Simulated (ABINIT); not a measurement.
Here is an ABINIT 10.8.3 (patched build) calculation.

run.abi

```
pp_dirpath "./"
pseudos "Cu.GGA_PBE-JTH.xml"

acell 3*1.0 Angstrom
rprim
     2.5340966698     0.0000000000     0.0000000000
    -1.2670483349     2.1945920917     0.0000000000
     0.0000000000     0.0000000000     4.1125710000
ntypat 1
znucl 29
natom 2
typat 1 1
xred
     0.6666666667     0.3333333333     0.7500000000
     0.3333333333     0.6666666667     0.2500000000
chkprim 0
chksymtnons 0
tolsym 1.0e-6

ecut 31.0
pawecutdg 53.0

kptopt 1
ngkpt 12 12 7
nshiftk 1
shiftk 0.0 0.0 0.0

ixc -497498
usekden 1
pawxcdev 0

nband 23
occopt 3
tsmear 0.05 eV

nstep 100
tolvrs 1.0e-7

iomode 3
prtwf 0
prtden 0
prteig 0
prtebands 0

ionmov 2
ntime 60
tolmxf 5.0e-5
optcell 2
dilatmx 1.08
ecutsm 0.5
```

Potentials or basis: JTH PAW PBE v2.0.

The run is started by

```sh
$ mpirun --bind-to none -np 4 abinit run.abi > log 2>&1
```

Task: Predict the relaxed volume.

Result: 11.51 Å³/atom.

Task: Estimate the space group after relaxing (to 0.05 Å).

Result: P6_3/mmc (No. 194).

Task: What does it give for the band gap on the k mesh?

Result: None (metal or under the smearing width).

The path:
| step | energy change (eV) | largest force (eV/Å) | pressure (GPa) | volume (Å³) |
| --- | --- | --- | --- | --- |
| 1 | 0.0000 | 0.0000 | 1.04 | 22.87 |
| 2 | -0.0002 | 0.0000 | 0.50 | 22.94 |
| 3 | -0.0003 | 0.0000 | 0.03 | 23.01 |
| 4 | -0.0003 | 0.0000 | 0.02 | 23.02 |
| 5 | -0.0002 | 0.0000 | -0.23 | 23.05 |
| 6 | -0.0002 | 0.0000 | -0.06 | 23.02 |
| 7 | -0.0003 | 0.0000 | 0.00 | 23.02 |
| 8 | -0.0003 | 0.0000 | 0.03 | 23.02 |
| 9 | -0.0003 | 0.0000 | -0.04 | 23.02 |
| 10 | -0.0003 | 0.0000 | 0.00 | 23.02 |

Caveat: the PAW data sets were made with another functional, which shifts forces and pressure a little.
